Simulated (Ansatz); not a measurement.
# The perfect armchair graphene nanoribbon (N = 11, H edges)

Aim: is the armchair graphene nanoribbon (N = 11, H edges) a metal or a semiconductor?

Program: Ansatz 0.2.0. Level of theory: DFT PBE, plane waves, PAW; relaxation of a wire's period, in the first sound run; inputs show where later runs differ. Results are calculated unless marked as measured.

### Step 1. Starting point

The cell holds 26 atoms: 22 C and 4 H. Its edges and angles: a = 21.151 Å, b = 7.000 Å, c = 4.260 Å, α = 90.0°, β = 90.0°, γ = 90.0°. Vacuum lies along a and b. The structure's axis is c.

### Step 2. Relaxing the period

Band widths follow the bond lengths, so the wire is relaxed first. The atoms and the third cell vector are free; the box across stays fixed as vacuum. A Fermi-Dirac smearing is set since the result may be a metal. The pressure printed is a third of the stress's trace over the whole box, vacuum included; only the stress along the axis is relaxed.

The input, input.yaml:

```yaml
crystal:
  lattice:
    - [21.151, 0.0, 0.0]
    - [0.0, 7.0, 0.0]
    - [0.0, 0.0, 4.26]
  atoms:
    - { symbol: C, position: [0.209287844, 0.5, 0.0] }
    - { symbol: C, position: [0.325571336, 0.5, 0.0] }
    - { symbol: C, position: [0.441854828, 0.5, 0.0] }
    - { symbol: C, position: [0.558138321, 0.5, 0.0] }
    - { symbol: C, position: [0.674421813, 0.5, 0.0] }
    - { symbol: C, position: [0.790705305, 0.5, 0.0] }
    - { symbol: C, position: [0.209287844, 0.5, 0.333333333] }
    - { symbol: C, position: [0.325571336, 0.5, 0.333333333] }
    - { symbol: C, position: [0.441854828, 0.5, 0.333333333] }
    - { symbol: C, position: [0.558138321, 0.5, 0.333333333] }
    - { symbol: C, position: [0.674421813, 0.5, 0.333333333] }
    - { symbol: C, position: [0.790705305, 0.5, 0.333333333] }
    - { symbol: H, position: [0.16547681, 0.5, 0.458920188] }
    - { symbol: H, position: [0.83451634, 0.5, 0.458920188] }
    - { symbol: C, position: [0.26742959, 0.5, 0.5] }
    - { symbol: C, position: [0.383713082, 0.5, 0.5] }
    - { symbol: C, position: [0.499996575, 0.5, 0.5] }
    - { symbol: C, position: [0.616280067, 0.5, 0.5] }
    - { symbol: C, position: [0.732563559, 0.5, 0.5] }
    - { symbol: C, position: [0.26742959, 0.5, 0.833333333] }
    - { symbol: C, position: [0.383713082, 0.5, 0.833333333] }
    - { symbol: C, position: [0.499996575, 0.5, 0.833333333] }
    - { symbol: C, position: [0.616280067, 0.5, 0.833333333] }
    - { symbol: C, position: [0.732563559, 0.5, 0.833333333] }
    - { symbol: H, position: [0.16547681, 0.5, 0.874413146] }
    - { symbol: H, position: [0.83451634, 0.5, 0.874413146] }
kpoints:
  mp_grid: { grid: [1, 1, 19] }
scf:
  occupations: { method: fermi_dirac, width: 0.05 }
hamiltonian:
  xc: pbe
relax:
  cell: { fix: [a, b, alpha, beta, gamma] }
  max_steps: 45
  f_tol: 0.03
```

The run is started by

```sh
> ansatz run input.yaml --threads 4 --pin off --max-ram 16384MiB --backend cpu --events-out ev --progress --plain --runs-dir out
```

Numbers of over 12 decimals in the logs are rounded to 6 here.

The program printed:

```text
Engine: ansatz 0.2.0, x86_64-unknown-linux-gnu
Pseudopotentials: kind: paw
Pseudopotential: C, paw, valence charge 4, recommended cutoff 420 eV (normal), C.paw.azcp
Pseudopotential: H, paw, valence charge 1, recommended cutoff 420 eV (normal), H.paw.azcp
Functional definition: PBE
  parameter kappa = 0.804
  parameter beta = 0.066725
  exchange = pbe_x(kappa = kappa, mu = beta*pi^2/3)
  correlation = pbe_c(beta = beta)
Crystal: 26 atoms, lattice volume = 630.723 Å³
Basis set: ecut = 420 eV, 12319 PW (Γ), exchange–correlation on 288×96×60 points (8 copies of the dense FFT grid, shifted against one another)
Bands: 72, of which v1, the nominal top of the filled ones, is band 46 counted from 1 (45 counted from 0)
Symmetry: 8 space group operations
Space group: Pmmm (ITA 47), of the structure as read, at distance tolerance 8.6e-5 Å
k-points: 10 of 19
Non-local potential: C, projectors of the file, l = 0: 2, l = 1: 2, l = 2: 1
Non-local potential: H, projectors of the file, l = 0: 2, l = 1: 1
PAW form: soft (Blöchl's): semilocal exchange-correlation on the pseudo side does not see the compensation charge
PAW one-centre angular grid: C, 110 points (default); XC on 64 Gauss nodes
PAW one-centre angular grid: H, 110 points (default); XC on 64 Gauss nodes
Initial density: superposition of atomic densities (neutral atoms: chi_scale 0, normalization atom), corrected by the library's trained network
Initial wavefunctions: pseudopotential atomic-orbital guess
Functional: x = pbe(κ = 0.804, μ = 0.219515), c = pbe(β = 0.066725)
SCF iter   1: F=—  HF=-5583.717172 eV  |F-HF|=—  |Δ(HF+E_count)|=         —  Δρ=2.54e-3  dr2=1.37e-1  ethr=1.77e-3  ⟨swp⟩=9.8  Hψ=4238  notcnv=0  defer=136
preconditioner: auto → LDOS  [insulator: Δε(μ)=0.172 eV  Ē_g=14.355 eV  σ=0.050 eV  W_gap=0.70  n_scr=90 (ndim 8)  ℏωp=14.2 eV  f_vac=0.599  D(μ)=0.55/eV (n_scr^D=2)  ε∞_Penn≈2.0  β→1.0]
SCF iter   2: F=—  HF=-5583.742274 eV  |F-HF|=—  |Δ(HF+E_count)|=   2.51e-2  Δρ=2.91e-3  dr2=2.39e-1  ethr=1.49e-4  ⟨swp⟩=3.4  Hψ=1482  notcnv=0  defer=183
SCF iter   3: F=—  HF=-5583.694464 eV  |F-HF|=—  |Δ(HF+E_count)|=   4.78e-2  Δρ=1.19e-3  dr2=2.16e-2  ethr=1.49e-4  ⟨swp⟩=2.9  Hψ=958  notcnv=0  defer=183
SCF iter   4: F=—  HF=-5583.689057 eV  |F-HF|=—  |Δ(HF+E_count)|=   5.41e-3  Δρ=3.16e-4  dr2=1.24e-3  ethr=2.35e-5  ⟨swp⟩=2.0  Hψ=1106  notcnv=0  defer=190
SCF iter   5: F=—  HF=-5583.688836 eV  |F-HF|=—  |Δ(HF+E_count)|=   2.21e-4  Δρ=7.22e-5  dr2=4.38e-5  ethr=1.35e-6  ⟨swp⟩=2.0  Hψ=975  notcnv=0  defer=190
SCF iter   6: F=—  HF=-5583.689160 eV  |F-HF|=—  |Δ(HF+E_count)|=   3.24e-4  Δρ=2.78e-5  dr2=7.31e-6  ethr=4.76e-8  ⟨swp⟩=2.0  Hψ=1042  notcnv=0  defer=190
SCF iter   7: F=—  HF=-5583.689167 eV  |F-HF|=—  |Δ(HF+E_count)|=   6.70e-6  Δρ=8.54e-6  dr2=2.42e-7  ethr=7.95e-9  ⟨swp⟩=2.0  Hψ=908  notcnv=0  defer=186
SCF iter   8: F=-5583.689168 eV  HF=-5583.689168 eV  |F-HF|=1.59e-8  |Δ(HF+E_count)|=   9.45e-7  Δρ=2.73e-6  dr2=2.80e-8  ethr=1.09e-10  ⟨swp⟩=4.6  Hψ=2152  notcnv=0
SCF 1 converged in 8 iterations: F = -5583.689168 eV  dr2 = 2.80e-8
  greatest PAW one-centre occupation: 0.674 electrons in one spin orbital (limit 2), on the C atom at site 10 (counted from 0), in its partial waves of l = 0
relax step   1: F+E_penalty+E_count = -5583.68916775 eV  Δ(F+E_penalty+E_count) = +0.000e0 eV  max|allowed force component| = 2.412e0 eV/Å  Δτ_max = 0.0000 Å  P = +0.637 GPa  Ω = 630.723 Å³  fix = [a, b, alpha, beta, gamma]  reactions: a +0.760, b +0.110 GPa  (8 SCF iters, dr2 threshold 1.00e-7 eV, accepted)
Crystal: 26 atoms, lattice volume = 634.333 Å³
Basis set: ecut = 420 eV, 12411 PW (Γ), exchange–correlation on 288×96×60 points (8 copies of the dense FFT grid, shifted against one another)
Initial density: handed on by an earlier stage of this run
Initial wavefunctions: those handed on with the density
iter 1 solved again at ethr=8.65e-5 eV; its pass at ethr=3.10e-3 eV (dr2=7.96e-2 eV) is discarded
SCF iter   1: F=—  HF=-5583.906103 eV  |F-HF|=—  |Δ(HF+E_count)|=         —  Δρ=4.06e-3  dr2=8.19e-2  ethr=8.65e-5  ⟨swp⟩=5.3  Hψ=3154  notcnv=0
preconditioner: auto → LDOS  [insulator: Δε(μ)=0.170 eV  Ē_g=14.029 eV  σ=0.050 eV  W_gap=0.69  n_scr=90 (ndim 8)  ℏωp=14.1 eV  f_vac=0.603  D(μ)=0.55/eV (n_scr^D=2)  ε∞_Penn≈2.0  β→1.0]
SCF iter   2: F=—  HF=-5583.911837 eV  |F-HF|=—  |Δ(HF+E_count)|=   5.73e-3  Δρ=2.75e-3  dr2=9.03e-2  ethr=8.65e-5  ⟨swp⟩=3.6  Hψ=1787  notcnv=0  defer=3
SCF iter   3: F=—  HF=-5583.886165 eV  |F-HF|=—  |Δ(HF+E_count)|=   2.57e-2  Δρ=5.43e-4  dr2=3.32e-3  ethr=8.65e-5  ⟨swp⟩=2.1  Hψ=1241  notcnv=0  defer=22
SCF iter   4: F=—  HF=-5583.885743 eV  |F-HF|=—  |Δ(HF+E_count)|=   4.22e-4  Δρ=2.48e-4  dr2=6.79e-4  ethr=3.61e-6  ⟨swp⟩=2.0  Hψ=1192  notcnv=0  defer=25
SCF iter   5: F=—  HF=-5583.885894 eV  |F-HF|=—  |Δ(HF+E_count)|=   1.50e-4  Δρ=5.83e-5  dr2=1.31e-5  ethr=7.38e-7  ⟨swp⟩=2.0  Hψ=1013  notcnv=0  defer=64
SCF iter   6: F=-5583.885895 eV  HF=-5583.885896 eV  |F-HF|=1.19e-6  |Δ(HF+E_count)|=   2.50e-6  Δρ=1.77e-5  dr2=2.16e-6  ethr=2.83e-9  ⟨swp⟩=5.0  Hψ=2452  notcnv=0
SCF 2 converged in 6 iterations: F = -5583.885895 eV  dr2 = 2.16e-6
  greatest PAW one-centre occupation: 0.676 electrons in one spin orbital (limit 2), on the C atom at site 6 (counted from 0), in its partial waves of l = 0
relax step   2: F+E_penalty+E_count = -5583.88589486 eV  Δ(F+E_penalty+E_count) = -1.967e-1 eV  max|allowed force component| = 7.385e-1 eV/Å  Δτ_max = 0.0448 Å  P = +0.196 GPa  Ω = 634.333 Å³  energy of the carried Pulay correction = -4.060e-3 eV  fix = [a, b, alpha, beta, gamma]  reactions: a +0.394, b +0.103 GPa  (6 SCF iters, dr2 threshold 2.60e-6 eV, accepted)
Crystal: 26 atoms, lattice volume = 634.965 Å³
Basis set: ecut = 420 eV, 12419 PW (Γ), exchange–correlation on 288×96×60 points (8 copies of the dense FFT grid, shifted against one another)
iter 1 solved again at ethr=1.34e-5 eV; its pass at ethr=3.10e-3 eV (dr2=1.23e-2 eV) is discarded
SCF iter   1: F=—  HF=-5583.905375 eV  |F-HF|=—  |Δ(HF+E_count)|=         —  Δρ=1.69e-3  dr2=1.26e-2  ethr=1.34e-5  ⟨swp⟩=3.3  Hψ=2734  notcnv=0  defer=1
preconditioner: auto → LDOS  [insulator: Δε(μ)=0.189 eV  Ē_g=14.029 eV  σ=0.050 eV  W_gap=0.74  n_scr=90 (ndim 8)  ℏωp=14.1 eV  f_vac=0.602  D(μ)=0.48/eV (n_scr^D=2)  ε∞_Penn≈2.0  β→1.0]
SCF iter   2: F=—  HF=-5583.905901 eV  |F-HF|=—  |Δ(HF+E_count)|=   5.26e-4  Δρ=1.00e-3  dr2=1.48e-2  ethr=1.34e-5  ⟨swp⟩=2.7  Hψ=1575  notcnv=0  defer=11
SCF iter   3: F=—  HF=-5583.902399 eV  |F-HF|=—  |Δ(HF+E_count)|=   3.50e-3  Δρ=3.27e-4  dr2=1.50e-3  ethr=1.34e-5  ⟨swp⟩=2.1  Hψ=1310  notcnv=0  defer=11
SCF iter   4: F=—  HF=-5583.902405 eV  |F-HF|=—  |Δ(HF+E_count)|=   6.07e-6  Δρ=9.32e-5  dr2=7.30e-5  ethr=1.63e-6  ⟨swp⟩=2.0  Hψ=1044  notcnv=0  defer=11
SCF iter   5: F=—  HF=-5583.902390 eV  |F-HF|=—  |Δ(HF+E_count)|=   1.48e-5  Δρ=2.55e-5  dr2=2.80e-6  ethr=7.94e-8  ⟨swp⟩=2.0  Hψ=1040  notcnv=0  defer=11
SCF iter   6: F=-5583.902390 eV  HF=-5583.902390 eV  |F-HF|=3.70e-7  |Δ(HF+E_count)|=   1.58e-7  Δρ=9.04e-6  dr2=5.91e-7  ethr=2.83e-9  ⟨swp⟩=4.9  Hψ=2084  notcnv=0
SCF 3 converged in 6 iterations: F = -5583.902390 eV  dr2 = 5.91e-7
  greatest PAW one-centre occupation: 0.678 electrons in one spin orbital (limit 2), on the C atom at site 11 (counted from 0), in its partial waves of l = 0
relax step   3: F+E_penalty+E_count = -5583.90238959 eV  Δ(F+E_penalty+E_count) = -1.649e-2 eV  max|allowed force component| = 5.153e-2 eV/Å  Δτ_max = 0.0161 Å  P = +0.064 GPa  Ω = 634.965 Å³  energy of the carried Pulay correction = -4.768e-3 eV  fix = [a, b, alpha, beta, gamma]  reactions: a +0.001, b +0.101 GPa  (6 SCF iters, dr2 threshold 2.60e-6 eV, accepted)
[...]
relax step   4: F+E_penalty+E_count = -5583.90247226 eV  Δ(F+E_penalty+E_count) = -8.266e-5 eV  max|allowed force component| = 1.170e-2 eV/Å  Δτ_max = 0.0020 Å  P = +0.030 GPa  Ω = 635.069 Å³  energy of the carried Pulay correction = -4.885e-3 eV  fix = [a, b, alpha, beta, gamma]  reactions: a -0.005, b +0.101 GPa  (5 SCF iters, dr2 threshold 1.66e-7 eV, accepted)
Initial wavefunctions: pseudopotential atomic-orbital guess (no wavefunctions were taken with the density)
iter 1 solved again at ethr=4.27e-7 eV; its pass at ethr=3.10e-3 eV (dr2=3.93e-4 eV) is discarded
SCF iter   1: F=—  HF=-5583.906133 eV  |F-HF|=—  |Δ(HF+E_count)|=         —  Δρ=3.89e-5  dr2=7.98e-7  ethr=4.27e-7  ⟨swp⟩=16.5  Hψ=8707  notcnv=0  defer=8
preconditioner: auto → LDOS  [insulator: Δε(μ)=0.182 eV  Ē_g=14.040 eV  σ=0.050 eV  W_gap=0.72  n_scr=90 (ndim 8)  ℏωp=14.1 eV  f_vac=0.602  D(μ)=0.51/eV (n_scr^D=2)  ε∞_Penn≈2.0  β→1.0]
SCF iter   2: F=—  HF=-5583.907054 eV  |F-HF|=—  |Δ(HF+E_count)|=   9.22e-4  Δρ=6.72e-6  dr2=5.93e-7  ethr=8.67e-10  ⟨swp⟩=3.1  Hψ=1573  notcnv=0  defer=31
SCF iter   3: F=—  HF=-5583.907051 eV  |F-HF|=—  |Δ(HF+E_count)|=   3.70e-6  Δρ=5.57e-6  dr2=4.61e-7  ethr=6.45e-10  ⟨swp⟩=2.5  Hψ=1008  notcnv=0  defer=31
SCF iter   4: F=—  HF=-5583.907054 eV  |F-HF|=—  |Δ(HF+E_count)|=   3.12e-6  Δρ=2.15e-6  dr2=6.00e-8  ethr=5.02e-10  ⟨swp⟩=2.0  Hψ=753  notcnv=0  defer=31
SCF iter   5: F=—  HF=-5583.907054 eV  |F-HF|=—  |Δ(HF+E_count)|=   4.25e-7  Δρ=5.42e-7  dr2=3.31e-9  ethr=6.52e-11  ⟨swp⟩=2.0  Hψ=850  notcnv=0  defer=31
SCF iter   6: F=-5583.907054 eV  HF=-5583.907054 eV  |F-HF|=5.99e-9  |Δ(HF+E_count)|=   1.51e-8  Δρ=1.39e-7  dr2=1.68e-10  ethr=1.00e-12  ⟨swp⟩=3.7  Hψ=2650  notcnv=0
SCF 5 converged in 6 iterations: F = -5583.907054 eV  dr2 = 1.68e-10
relax step   5: F+E_penalty+E_count = -5583.90705422 eV  Δ(F+E_penalty+E_count) = -4.582e-3 eV  max|allowed force component| = 1.151e-2 eV/Å  Δτ_max = 0.0000 Å  P = +0.040 GPa  Ω = 635.069 Å³  fix = [a, b, alpha, beta, gamma]  reactions: a -0.008, b +0.124 GPa  stress off target by 5.15e-3 GPa on what of the cell is left free  SCF on the basis re-selected at this cell (its energy is not comparable with the rows above)  (6 SCF iters)
basis re-selected at this cell: Δ(F+E_penalty+E_count) = -4.582e-3 eV, ΔP = +0.010 GPa vs the last step (what re-selecting the basis moved, of the pressure what is left beyond the Pulay correction that the steps carried, after the strain that the cell walked since its last selection, with what the two solves' SCF thresholds leave and, on support functions, any second-order correction that the steps lacked; it is no m [...]
SCF converged after 6 iterations
Free energy (F): -5583.907054 eV
Harris-Foulkes:  -5583.907054 eV  (|F-HF|=5.99e-9)
Internal energy: -5583.902753 eV  (E = F + TS)
E sigma→0 (E₀):  -5583.904904 eV
Entropy (-TS):   -0.004301 eV (-0.165 meV/atom)
Fermi energy:    -0.454834 eV
--- Per-component energies (eV) ---
  E_band       = -865.755540
  E_kinetic    = 2050.273147
  E_local      = -19683.013197  (includes V_loc(G=0)·N_el)
  E_nonlocal   = 607.520360
  E_hartree    = 8831.292342
  E_xc         = -1089.990589
  E_vxc        = -1350.850435  (∫ρ·V_xc dr)
  E_paw        = -2187.668899  (= ΣΔE_a)
  E_vpaw       = -152.265347  (= ΣTr[D̂ρ^β])
  E_aug_tail   = -0.005428  (compensation charges beyond the density's cutoff)
  E_ewald      = 5887.689510
  E_smearing   = -0.004301  (= −TS)
  E_closure    = 0.000000  (closes the sum)
  Σ components = -5583.907054   (vs F -5583.907054, Δ=0.00e0)
--- Forces (eV/Å), atoms counted from 1 ---
  atom   1  C     -0.00436073    -0.00000000     0.01150650
  atom   2  C     -0.00407957    -0.00000000    -0.00497369
  atom   3  C      0.00098593     0.00000000    -0.00272046
  atom   4  C     -0.00098593     0.00000000    -0.00272046
  atom   5  C      0.00407957     0.00000000    -0.00497369
  atom   6  C      0.00436073    -0.00000000     0.01150650
  atom   7  C     -0.00436073     0.00000000    -0.01150650
  atom   8  C     -0.00407957     0.00000000     0.00497369
  atom   9  C      0.00098593    -0.00000000     0.00272046
  atom  10  C     -0.00098593    -0.00000000     0.00272046
  atom  11  C      0.00407957     0.00000000     0.00497369
  atom  12  C      0.00436073     0.00000000    -0.01150650
  atom  13  H      0.00427582     0.00000000     0.00299477
  atom  14  H     -0.00427582     0.00000000     0.00299477
  atom  15  C      0.00276287    -0.00000000    -0.00661253
  atom  16  C      0.00210247    -0.00000000     0.00158632
  atom  17  C     -0.00000000    -0.00000000    -0.00649027
  atom  18  C     -0.00210247    -0.00000000     0.00158632
  atom  19  C     -0.00276287     0.00000000    -0.00661253
  atom  20  C      0.00276287    -0.00000000     0.00661253
  atom  21  C      0.00210247     0.00000000    -0.00158632
  atom  22  C      0.00000000     0.00000000     0.00649027
  atom  23  C     -0.00210247    -0.00000000    -0.00158632
  atom  24  C     -0.00276287     0.00000000     0.00661253
  atom  25  H      0.00427582    -0.00000000    -0.00299477
  atom  26  H     -0.00427582    -0.00000000    -0.00299477
  max |Σ_I F_I| component: 2.17e-18 eV/Å
--- Stress (GPa, compression-positive) ---
       -0.008295      -0.000000      -0.000000
       -0.000000       0.123684      -0.000000
       -0.000000      -0.000000       0.005153
  P = ⅓ Tr σ = 0.0402 GPa (0.402 kbar)
--- Relaxed structure (4 steps of the walk, 4 accepted, 1 SCFs on fresh bases) ---
  F+E_penalty+E_count = -5583.90705422 eV   max|allowed force component| = 1.151e-2 eV/Å   (the final SCF, on the basis selected at the relaxed cell)
  cell:  # Å, volume = 635.0693 Å³
    - [21.151, 0.0, 0.0]
    - [0.0, 7.0, 0.0]
    - [0.0, 0.0, 4.289357]
  atoms:
    - { symbol: C, position: [0.209835, 0.5, 0.00698061] }
    - { symbol: C, position: [0.325013, 0.5, -0.000124653] }
    - { symbol: C, position: [0.441730, 0.5, 0.000103649] }
    - { symbol: C, position: [0.558270, 0.5, 0.000103649] }
    - { symbol: C, position: [0.674987, 0.5, -0.000124653] }
    - { symbol: C, position: [0.790165, 0.5, 0.00698061] }
    - { symbol: C, position: [0.209835, 0.5, 0.326353] }
    - { symbol: C, position: [0.325013, 0.5, 0.333458] }
    - { symbol: C, position: [0.441730, 0.5, 0.333230] }
    - { symbol: C, position: [0.558270, 0.5, 0.333230] }
    - { symbol: C, position: [0.674987, 0.5, 0.333458] }
    - { symbol: C, position: [0.790165, 0.5, 0.326353] }
    - { symbol: H, position: [0.164532, 0.5, 0.446244] }
    - { symbol: H, position: [0.835468, 0.5, 0.446244] }
    - { symbol: C, position: [0.266812, 0.5, 0.499145] }
    - { symbol: C, position: [0.383502, 0.5, 0.500668] }
    - { symbol: C, position: [0.500000, 0.5, 0.500063] }
    - { symbol: C, position: [0.616498, 0.5, 0.500668] }
    - { symbol: C, position: [0.733188, 0.5, 0.499145] }
    - { symbol: C, position: [0.266812, 0.5, 0.834189] }
    - { symbol: C, position: [0.383502, 0.5, 0.832666] }
    - { symbol: C, position: [0.500000, 0.5, 0.833270] }
    - { symbol: C, position: [0.616498, 0.5, 0.832666] }
    - { symbol: C, position: [0.733188, 0.5, 0.834189] }
    - { symbol: H, position: [0.164532, 0.5, 0.887090] }
    - { symbol: H, position: [0.835468, 0.5, 0.887090] }
```

Run time: 37 s. Hardware: 4 threads of Intel Xeon Platinum 8259CL at 2.50GHz (Skylake/Cascade Lake), shared host; peak memory 1.5 GiB; 2.4 min of CPU time.

The steps of the relaxation:

```tsv
step	energy less that of the first step (eV)	largest force component (eV/Å)	pressure (GPa)	volume (Å³)
1	0.0000	2.4121	0.64	630.72
2	-0.1967	0.7385	0.20	634.33
3	-0.2132	0.0515	0.06	634.96
4	-0.2133	0.0117	0.03	635.07
5*	-0.2179	0.0115	0.04	635.07
```

Relaxation steps marked * repeat the geometry before them on a plane-wave basis chosen anew for their cell, so energy and pressure can jump there.

The run keeps the 8 symmetry operations that it works with, so distortions that break them were not tested.

```tsv
cell as run	before	after	change
c (Å)	4.260	4.289	+0.7 %
```

The atoms that moved most (Å, along periodic axes as changes of fractional coordinates times the final cell, across vacuum about the mean position):

```tsv
atom	dx	dy	dz	length
H13	-0.020	0.000	-0.054	0.058
H25	-0.020	0.000	0.054	0.058
H14	0.020	0.000	-0.054	0.058
H26	0.020	0.000	0.054	0.058
C1	0.011	0.000	0.030	0.032
C7	0.011	0.000	-0.030	0.032
C6	-0.011	0.000	0.030	0.032
C12	-0.011	0.000	-0.030	0.032
```

This step gave:

* energy at zero smearing: -5583.9049 eV
* cell length along the wire: 4.289 Å

The cell's length comes to 4.289 Å with spin left out.

[end of part 1 of 3]

[Logs are printed without paths, hosts, clocks, repeated set-up lines and the standing remarks that a program may print on its own settings, such as how far it seeks lower states.]

[Hosts, paths, dates, database ids (printed as entryN), source tags and the programs' standing remarks are cut or masked in the printed files.]
